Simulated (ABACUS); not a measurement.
Crystal: AlN.

```
CELL_PARAMETERS angstrom
0.00000 2.18399 2.18399
2.18399 0.00000 2.18399
2.18399 2.18399 0.00000
ATOMIC_POSITIONS crystal
Al 0.00000 0.00000 0.00000
N 0.25000 0.25000 0.25000
```

Measurements of this composition are mostly on another form, of space group No. 186.

Base run:

| Item | Value |
| --- | --- |
| Program | ABACUS 3.10.1 |
| Functional | LDA |
| Potentials or basis | PseudoDojo NC SR 0.4.1 LDA standard |
| Cutoff | 1143 eV |
| Density cutoff | 4572 eV |
| Basis | plane waves |
| k mesh | 8 × 8 × 8 |
| Occupations | fermi-dirac, width 0.05 eV |
| Spin | no spin polarisation |

Its results: band gap on the k mesh 3.25 eV, indirect (least direct gap 4.24 eV); pressure -4.6 GPa.

Question: The run is repeated on the same cell with these changes: functional from LDA to PBEsol; potentials or basis from PseudoDojo NC SR 0.4.1 LDA standard to PseudoDojo NC SR 0.4.1 PBEsol standard. What comes out?

Answer: Band gap on the k mesh 3.19 eV, indirect (least direct gap 4.12 eV); pressure 1.2 GPa.

A k mesh can miss the band edges.

Not every run made on this cell is shown here.
